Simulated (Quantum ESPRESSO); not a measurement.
## CuO (Tenorite) under changes of volume

One of the cells (10.135 Å³/atom); the others are scaled copies at fixed shape and fractional positions:

```
CELL_PARAMETERS angstrom
2.34185 -1.71130 0.00000
2.34185 1.71130 0.00000
-0.85003 0.00000 5.05787
ATOMIC_POSITIONS crystal
Cu 0.50000 0.00000 0.50000
Cu 0.00000 0.50000 0.00000
O 0.41840 0.58160 0.75000
O 0.58160 0.41840 0.25000
```

* Program: Quantum ESPRESSO 7.5
* Functional: r2SCAN
* Potentials or basis: SG15 PBE 1.2
* Cutoff: 1197 eV
* Density cutoff: 4789 eV
* k mesh: 4 × 4 × 2
* Occupations: fermi-dirac, width 0.05 eV
* Spin: no spin polarisation

| volume (Å³/atom) | energy over the lowest point (meV/atom) | pressure (GPa) | largest force (eV/Å) |
| --- | --- | --- | --- |
| 9.527 | 19.06 | 11.8 | 0.011 |
| 9.730 | 7.15 | 7.0 | 0.093 |
| 9.932 | 1.01 | 2.7 | 0.170 |
| 10.135 | 0.00 | -1.1 | 0.241 |
| 10.338 | 3.58 | -4.5 | 0.307 |
| 10.540 | ? | ? | ? |
| 10.743 | 22.54 | -10.3 | 0.425 |

Problem. What does the run at 10.540 Å³/atom give?

Solution. Energy over the lowest point 11.24 meV/atom; pressure -7.6 GPa; largest force 0.368 eV/Å.

Worked out: A Birch-Murnaghan fit of order 3 (a polynomial in V^(-2/3)) to the other rows has its minimum at 10.08 Å³/atom with B0 = V·E''(V) = 186 GPa and B' = 4.7 at fixed shape and positions, which overstates the stiffness. It gives 11.21 meV/atom at 10.540 Å³/atom, against the run's 11.24, and -dE/dV = -7.5 GPa, against -7.6.

Energies are extrapolated to zero smearing.

Caveats: all runs use coarse meshes; the potentials were made for another functional, which shifts forces and pressure; the run has no spin polarisation, though such a crystal can be magnetic.
